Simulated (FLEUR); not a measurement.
## LiF (Griceite) under changes of volume

One of the cells (8.169 Å³/atom); the others are scaled copies at fixed shape and fractional positions:

```
F Li
1.0
     0.00000    2.01400    2.01400
     2.01400    0.00000    2.01400
     2.01400    2.01400    0.00000
F Li
1 1
Cartesian
  2.0140 2.0140 2.0140
  0.0000 0.0000 0.0000
```

| Quantity | Value |
| --- | --- |
| Program | FLEUR MaX-R8.1 (later development tree) |
| Functional | BLYP |
| Potentials or basis | all-electron |
| Basis | FLAPW |
| Kmax | 4.21 1/bohr |
| k mesh | 11 × 11 × 11 |
| Occupations | fermi-dirac, width 0.05 eV |
| Spin | no spin polarisation |

| volume (Å³/atom) | energy over the lowest point (meV/atom) | gap on the mesh (eV) |
| --- | --- | --- |
| 7.679 | 18.83 | 9.81 |
| 7.842 | 11.37 | 9.60 |
| 8.169 | ? | ? |
| 8.496 | 0.00 | 8.88 |
| 8.659 | 0.51 | 8.71 |

What does the run at 8.169 Å³/atom give?

Energy over the lowest point 2.56 meV/atom; gap on the mesh 9.22 eV.

Worked out: A Birch-Murnaghan fit of order 2 (a polynomial in V^(-2/3)) to the other rows has its minimum at 8.48 Å³/atom with B0 = V·E''(V) = 67 GPa. It gives 2.49 meV/atom at 8.169 Å³/atom, against the run's 2.56. A straight line through the other rows of the gap, of slope -9.11 eV per unit of ln V (its deformation potential), gives 9.24 eV, against the run's 9.22.

Energies are extrapolated to zero smearing.

Caveats: an odd mesh through Γ misses points on the zone boundary, where band edges often lie.
